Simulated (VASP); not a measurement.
HfS2:

```
Hf S
1.0
     3.63966    0.00000    0.00000
    -1.81983    3.15204    0.00000
     0.00000    0.00000    6.05556
Hf S
1 2
Direct
  0.00000 0.00000 0.00000
  0.66667 0.33333 0.76395
  0.33333 0.66667 0.23605
```

The cell is a database's computed one.

| Item | Value |
| --- | --- |
| Program | VASP 6.6.1 |
| Task | relaxation of cell and atoms |
| Functional | PBE |
| Dispersion | D3(BJ) |
| Potentials or basis | VASP PAW PBE potentials, release 64 (Hf_pv, S) |
| Cutoff | 600 eV |
| k mesh | 9 × 9 × 5 |
| Occupations | gaussian, width 0.03 eV |
| Spin | no spin polarisation |

At the start: pressure -1.0 GPa; volume 23.16 Å³/atom.

Problem. How do energy, volume and symmetry change on relaxing?

Solution. Over 13 steps the energy falls by 9.9 meV/atom and the volume is 21.55 Å³/atom (-6.9 %); space group P-3m1 (No. 164, to 0.05 Å).

The path:
| step | energy change (eV) | largest force (eV/Å) | pressure (GPa) | volume (Å³) |
| --- | --- | --- | --- | --- |
| 1 | 0.0000 | 0.1620 | -1.05 | 69.47 |
| 2 | -0.0063 | 0.3158 | 0.69 | 67.96 |
| 3 | -0.0064 | 0.2992 | 0.54 | 68.12 |
| 4 | -0.0120 | 0.1578 | 0.15 | 67.80 |
| 5 | -0.0134 | 0.0495 | -0.13 | 67.56 |
| 6 | -0.0167 | 0.0398 | -0.23 | 67.30 |
| 7 | -0.0244 | 0.0082 | -0.52 | 66.52 |
| 8 | -0.0259 | 0.0638 | -0.91 | 64.92 |
| 9 | -0.0279 | 0.0192 | -0.73 | 65.70 |
| 10 | -0.0287 | 0.1172 | 0.54 | 64.57 |
| 11 | -0.0292 | 0.0652 | 0.06 | 64.99 |
| 12 | -0.0296 | 0.0379 | 0.03 | 64.84 |
| 13 | -0.0298 | 0.0014 | 0.02 | 64.65 |

Final structure:
```
CELL_PARAMETERS angstrom
3.59684 0.00000 0.00000
-1.79842 3.11495 0.00000
0.00000 0.00000 5.77000
ATOMIC_POSITIONS crystal
Hf 0.00000 0.00000 0.00000
S 0.66667 0.33333 0.74784
S 0.33333 0.66667 0.25216
```
